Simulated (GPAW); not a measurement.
A run of GPAW 26.7.0:

run.py

```python
import spglib
from ase import Atoms
from ase.dft.bandgap import bandgap
from ase.io import read, write
from ase.units import GPa
from gpaw import GPAW, PW

atoms = read('Ni.cif')
cell, positions, numbers = spglib.find_primitive(
    (atoms.cell[:], atoms.get_scaled_positions(), atoms.numbers), symprec=1e-4)
atoms = Atoms(numbers, cell=cell, scaled_positions=positions, pbc=True)
atoms.set_initial_magnetic_moments([1.0])

calc = GPAW(mode=PW(600),
            xc='MGGA_X_R2SCAN+MGGA_C_R2SCAN',
            kpts={'size': (11, 11, 11), 'gamma': True},
            occupations={'name': 'fermi-dirac', 'width': 0.05},
            nbands=17,
            convergence={'density': 1e-05, 'energy': 1e-05},
            maxiter=150,
            txt='gpaw.txt')
atoms.calc = calc
energy = atoms.get_potential_energy()
forces = atoms.get_forces()
stress = atoms.get_stress()
calc.write('gs.gpw')
write('result.traj', atoms)
print(f'Energy: {energy:.6f} eV')
print('Forces (eV/A):')
print(forces.round(4))
print('Stress (GPa):', (stress / GPa).round(3))
print('Moments:', calc.get_magnetic_moments().round(3))
print('Fermi level:', round(calc.get_fermi_level(), 4), 'eV')
print(f'Gap: {bandgap(calc)[0]:.4f} eV, direct: {bandgap(calc, direct=True)[0]:.4f} eV')

path = atoms.cell.bandpath('GXWKGLUWLK,UX', npoints=60, eps=1e-4)
bs_calc = calc.fixed_density(kpts=path, symmetry='off', nbands=25,
                             convergence={'bands': 'CBM+6.0', 'eigenstates': 1e-6}, txt='bands.txt')
bs = bs_calc.band_structure()
bs.write('bs.json')
print(f'Gap on the path: {bandgap(bs_calc)[0]:.4f} eV')
```

Contents of Ni.cif:

```cif
data_Ni
_cell_length_a 3.47514587
_cell_length_b 3.47514587
_cell_length_c 3.47514587
_cell_angle_alpha 90.00000000
_cell_angle_beta 90.00000000
_cell_angle_gamma 90.00000000
_space_group_name_H-M_alt 'Fm-3m'
_space_group_name_Hall '-F 4 2 3'
_space_group_IT_number 225
loop_
_space_group_symop_operation_xyz
'x,y,z'
'-x,-y,-z'
'-y,x,z'
'y,-x,-z'
'-x,-y,z'
'x,y,-z'
'y,-x,z'
'-y,x,-z'
'x,-y,-z'
'-x,y,z'
'-y,-x,-z'
'y,x,z'
'-x,y,-z'
'x,-y,z'
'y,x,-z'
'-y,-x,z'
'z,x,y'
'-z,-x,-y'
'z,-y,x'
'-z,y,-x'
'z,-x,-y'
'-z,x,y'
'z,y,-x'
'-z,-y,x'
'-z,x,-y'
'z,-x,y'
'-z,-y,-x'
'z,y,x'
'-z,-x,y'
'z,x,-y'
'-z,y,x'
'z,-y,-x'
'y,z,x'
'-y,-z,-x'
'x,z,-y'
'-x,-z,y'
'-y,z,-x'
'y,-z,x'
'-x,z,y'
'x,-z,-y'
'-y,-z,x'
'y,z,-x'
'-x,-z,-y'
'x,z,y'
'y,-z,-x'
'-y,z,x'
'x,-z,y'
'-x,z,-y'
'x,y+1/2,z+1/2'
'-x,-y+1/2,-z+1/2'
'-y,x+1/2,z+1/2'
'y,-x+1/2,-z+1/2'
'-x,-y+1/2,z+1/2'
'x,y+1/2,-z+1/2'
'y,-x+1/2,z+1/2'
'-y,x+1/2,-z+1/2'
'x,-y+1/2,-z+1/2'
'-x,y+1/2,z+1/2'
'-y,-x+1/2,-z+1/2'
'y,x+1/2,z+1/2'
[... 40 lines left out ...]
'-x+1/2,-y,z+1/2'
'x+1/2,y,-z+1/2'
'y+1/2,-x,z+1/2'
'-y+1/2,x,-z+1/2'
'x+1/2,-y,-z+1/2'
'-x+1/2,y,z+1/2'
'-y+1/2,-x,-z+1/2'
'y+1/2,x,z+1/2'
'-x+1/2,y,-z+1/2'
'x+1/2,-y,z+1/2'
'y+1/2,x,-z+1/2'
'-y+1/2,-x,z+1/2'
'z+1/2,x,y+1/2'
'-z+1/2,-x,-y+1/2'
'z+1/2,-y,x+1/2'
'-z+1/2,y,-x+1/2'
'z+1/2,-x,-y+1/2'
'-z+1/2,x,y+1/2'
'z+1/2,y,-x+1/2'
'-z+1/2,-y,x+1/2'
'-z+1/2,x,-y+1/2'
'z+1/2,-x,y+1/2'
'-z+1/2,-y,-x+1/2'
'z+1/2,y,x+1/2'
'-z+1/2,-x,y+1/2'
'z+1/2,x,-y+1/2'
'-z+1/2,y,x+1/2'
'z+1/2,-y,-x+1/2'
'y+1/2,z,x+1/2'
'-y+1/2,-z,-x+1/2'
'x+1/2,z,-y+1/2'
'-x+1/2,-z,y+1/2'
'-y+1/2,z,-x+1/2'
'y+1/2,-z,x+1/2'
'-x+1/2,z,y+1/2'
'x+1/2,-z,-y+1/2'
'-y+1/2,-z,x+1/2'
'y+1/2,z,-x+1/2'
'-x+1/2,-z,-y+1/2'
'x+1/2,z,y+1/2'
'y+1/2,-z,-x+1/2'
'-y+1/2,z,x+1/2'
'x+1/2,-z,y+1/2'
'-x+1/2,z,-y+1/2'
'x+1/2,y+1/2,z'
'-x+1/2,-y+1/2,-z'
'-y+1/2,x+1/2,z'
'y+1/2,-x+1/2,-z'
'-x+1/2,-y+1/2,z'
'x+1/2,y+1/2,-z'
'y+1/2,-x+1/2,z'
'-y+1/2,x+1/2,-z'
'x+1/2,-y+1/2,-z'
'-x+1/2,y+1/2,z'
'-y+1/2,-x+1/2,-z'
'y+1/2,x+1/2,z'
'-x+1/2,y+1/2,-z'
'x+1/2,-y+1/2,z'
'y+1/2,x+1/2,-z'
'-y+1/2,-x+1/2,z'
'z+1/2,x+1/2,y'
'-z+1/2,-x+1/2,-y'
'z+1/2,-y+1/2,x'
'-z+1/2,y+1/2,-x'
'z+1/2,-x+1/2,-y'
'-z+1/2,x+1/2,y'
'z+1/2,y+1/2,-x'
'-z+1/2,-y+1/2,x'
'-z+1/2,x+1/2,-y'
'z+1/2,-x+1/2,y'
'-z+1/2,-y+1/2,-x'
'z+1/2,y+1/2,x'
'-z+1/2,-x+1/2,y'
'z+1/2,x+1/2,-y'
'-z+1/2,y+1/2,x'
'z+1/2,-y+1/2,-x'
'y+1/2,z+1/2,x'
'-y+1/2,-z+1/2,-x'
'x+1/2,z+1/2,-y'
'-x+1/2,-z+1/2,y'
'-y+1/2,z+1/2,-x'
'y+1/2,-z+1/2,x'
'-x+1/2,z+1/2,y'
'x+1/2,-z+1/2,-y'
'-y+1/2,-z+1/2,x'
'y+1/2,z+1/2,-x'
'-x+1/2,-z+1/2,-y'
'x+1/2,z+1/2,y'
'y+1/2,-z+1/2,-x'
'-y+1/2,z+1/2,x'
'x+1/2,-z+1/2,y'
'-x+1/2,z+1/2,-y'
loop_
_atom_site_label
_atom_site_type_symbol
_atom_site_symmetry_multiplicity
_atom_site_Wyckoff_symbol
_atom_site_fract_x
_atom_site_fract_y
_atom_site_fract_z
_atom_site_occupancy
Ni1 Ni 4 a 0.0000000000 0.0000000000 0.0000000000 1
```

Potentials or basis: GPAW PAW data sets (gpaw-data 1.2.1), pw.

The run is started by

```bash
$ OMP_NUM_THREADS=1 python run.py
```

Hardware: 1 thread of Intel(R) Xeon(R) Platinum 8488C (Sapphire Rapids), on a shared host.

Q: How long does it take, and how much memory?

A: Run time: 82 s on 1 thread of Intel(R) Xeon(R) Platinum 8488C (Sapphire Rapids), on a shared host, peak memory 0.24 GiB. Counts: scf iterations 28, plane waves 360, bands 17, k points 56.
